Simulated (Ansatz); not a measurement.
## ZnSe (Stilleite): single point with PBE

**Experimental background.**

“Alloy Disordering Effects on the Thermal Conductivity and Energy Gap Temperature Dependence of Cd1−xZnxSe Ternary Crystals Grown by the Bridgman Method”, 2023, pmc:10253836 reports, for a bulk crystal of ZnSe at 300 K: band gap 2.695 ± 0.003 eV (an exciton energy, a little under the gap).

ZnSe (Stilleite):

```xyz
2
Lattice="0.0000 2.8338 2.8338 2.8338 0.0000 2.8338 2.8338 2.8338 0.0000" Properties=species:S:1:pos:R:3 pbc="T T T"
Se    4.2507    4.2507    4.2507
Zn    0.0000    0.0000    0.0000
```

```yaml
Program: Ansatz 0.2.0
Task: single point
Functional: PBE
Potentials_or_basis: all-electron LAPW, scalar-relativistic
Cutoff: 311 eV (chosen from the basis error)
Basis_error_allowed: 0.001 eV/atom
k_mesh: 8 × 8 × 8
Occupations: gaussian, width 0.022 eV
Spin: no spin polarisation
```

- Pressure: 2.1 GPa
- Band gap on the k mesh: 1.29 eV, direct

Levels at points of the mesh, in eV from the valence-band top:
```
             k point  band 20  band 21  band 22  band 23  band 24  band 25
  (0.00, 0.00, 0.00)     0.00     0.00     0.00     1.29     5.81     5.81
 (0.00, 0.00, -0.50)    -5.22    -0.87    -0.87     2.55     6.39     6.39
(0.00, -0.50, -0.50)    -4.75    -2.18    -2.18     2.99     3.47    10.73
```

Run time: 15 s on 1 thread of Arm Neoverse V1, on a shared host, peak memory 0.29 GiB.

A measured gap of ZnSe is 2.695 eV (an exciton energy, a little under the gap; 300 K; “Alloy Disordering Effects on the Thermal Conductivity and Energy Gap Temperature Dependence of Cd1−xZnxSe Ternary Crystals Grown by the Bridgman Method”, 2023, pmc:10253836); the calculated 1.29 eV misses it by -1.40 eV. So large a miss can be the level of theory's own, or it may mean another phase, state or a wrong row. Spin-orbit coupling on Se is left out. The value is that of PBE, without temperature or zero-point motion. Semilocal functionals fall short of measured gaps as a rule.
